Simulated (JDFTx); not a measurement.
The system is WC (Qusongite).

```xyz
2
Lattice="2.9065 0.0000 0.0000 -1.4532 2.5171 0.0000 0.0000 0.0000 2.8366" Properties=species:S:1:pos:R:3 pbc="T T T"
W     0.0000    0.0000    0.0000
C     1.4533    0.8390    1.4183
```

Base run:

| Item | Value |
| --- | --- |
| Program | JDFTx 1.7.0 (patched build) |
| Functional | PBE |
| Potentials or basis | PseudoDojo-SR-PBE-0.5-standard with smoothed tails |
| Cutoff | 1116 eV |
| Density cutoff | 8925 eV |
| k mesh | 10 × 10 × 9 |
| Occupations | fermi-dirac, width 0.05 eV |
| Spin | no spin polarisation |
| Hubbard terms | W d U = 1 eV |

Its results: band gap on the k mesh none (metal or under the smearing width); pressure 3.1 GPa.

The run is repeated on the same cell with these changes: hubbard terms from W d U = 1 eV to W d U = 8 eV. What comes out?

Band gap on the k mesh none (metal or under the smearing width); pressure -16.8 GPa.

Caveats: U without spin polarisation on a metal has little footing; the U is typed as a test and isn't derived for this compound.
